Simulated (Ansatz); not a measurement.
**BN**

Level of theory: DFT, PBE, scalar-relativistic, no spin polarisation; plane waves to 420 eV with PAW datasets (Ansatz 0.2.0), 16×16×4 k-mesh, Gaussian smearing of 0.05 eV; PAW files: Ansatz's generated set soft_2.

Space group P6_3/mmc (No. 194). a = 2.512 Å, b = 2.512 Å, c = 8.387 Å, α = 90.00°, β = 90.00°, γ = 120.00°
| atom | site | symmetry | x | y | z |
| --- | --- | --- | --- | --- | --- |
| B | 2c | -6m2 | 0.3333 | 0.6667 | 0.2500 |
| N | 2d | -6m2 | 0.3333 | 0.6667 | 0.7500 |

The chain of runs began from a cell as deposited in COD, expanded in volume. The relaxation kept the space group but changed the cell's proportions, one axis by 16 % at equal volume, so the results may not describe the measured structure. The database's entry of this formula in the relaxed cell's space group, P6_3/mmc, has axes of 2.540 × 2.540 × 6.598 Å and 9.22 Å³/atom (2007), the relaxed one 2.512 × 2.512 × 8.387 Å and 11.46.

The cell above was scaled in volume, and shape and atoms were relaxed at each volume within its symmetry. Energies are counted from the cell above.

The cell is relaxed to zero pressure at this level.

```csv
V (Å³/atom),ΔE (meV/atom),P (GPa),gap on the mesh (eV)
11.00,0.3,0.24,4.50
11.23,0.1,0.17,4.46
11.46,0.0,0.01,4.42
11.69,0.0,-0.08,4.39
11.92,?,?,?
```

Q: Fill in the withheld row.

A: ΔE (meV/atom): 0.0, P (GPa): -0.10, gap on the mesh (eV): 4.36.

Q: Can a bulk modulus be trusted from these points?

A: No. The energies are smooth (scatter 0.00 meV/atom), but the fit's B0′ of 9.9 is out of the usual range: the curve is too flat or too lopsided over this range, as for soft or weakly bound crystals, and a third-order form can't fix it.

The fit puts its minimum at 11.68 Å³/atom, 1.9 % over the cell above, so zero pressure fixes the volume only loosely here.

Kohn–Sham gaps of semilocal functionals lie under measured ones, often by a third or more. The structure is built of weakly bound layers, and this functional has no dispersion term, so their spacing and all that hangs on it (volume, the soft elastic constants, low modes, dielectric constants) are poorly given.
